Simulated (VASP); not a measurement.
YN:

```
Y N
1.0
     0.00000    2.44836    2.44836
     2.44836    0.00000    2.44836
     2.44836    2.44836    0.00000
Y N
1 1
Direct
  0.00000 0.00000 0.00000
  0.50000 0.50000 0.50000
```

The cell comes from a database or a generator and needn't be the stable form of this composition.

| Item | Value |
| --- | --- |
| Program | VASP 6.6.1 |
| Task | relaxation of cell and atoms |
| Functional | LDA |
| Potentials or basis | VASP PAW LDA potentials, release 64 (Y_sv, N) |
| Cutoff | 600 eV |
| k mesh | 12 × 12 × 12 |
| Occupations | gaussian, width 0.1 eV |
| Spin | no spin polarisation |

At the start: pressure -7.7 GPa; volume 14.68 Å³/atom.

Where does the relaxation end?

Over 6 steps the energy falls by 16.9 meV/atom and the volume is 14.00 Å³/atom (-4.6 %); space group Fm-3m (No. 225, to 0.05 Å).

The path:
| step | energy change (eV) | largest force (eV/Å) | pressure (GPa) | volume (Å³) |
| --- | --- | --- | --- | --- |
| 1 | 0.0000 | 0.0000 | -7.73 | 29.35 |
| 2 | 0.0206 | 0.0000 | 11.73 | 26.45 |
| 3 | -0.0338 | 0.0000 | -0.10 | 28.02 |
| 4 | -0.0338 | 0.0000 | 0.07 | 28.00 |
| 5 | -0.0338 | 0.0000 | -0.09 | 28.02 |
| 6 | -0.0338 | 0.0000 | 0.00 | 28.01 |

Final structure:
```yaml
crystal:
  lattice:
    - [0.00000, 2.41034, 2.41034]
    - [2.41034, 0.00000, 2.41034]
    - [2.41034, 2.41034, 0.00000]
  atoms:
    - { symbol: Y, position: [0.00000, 0.00000, 0.00000] }
    - { symbol: N, position: [0.50000, 0.50000, 0.50000] }
```
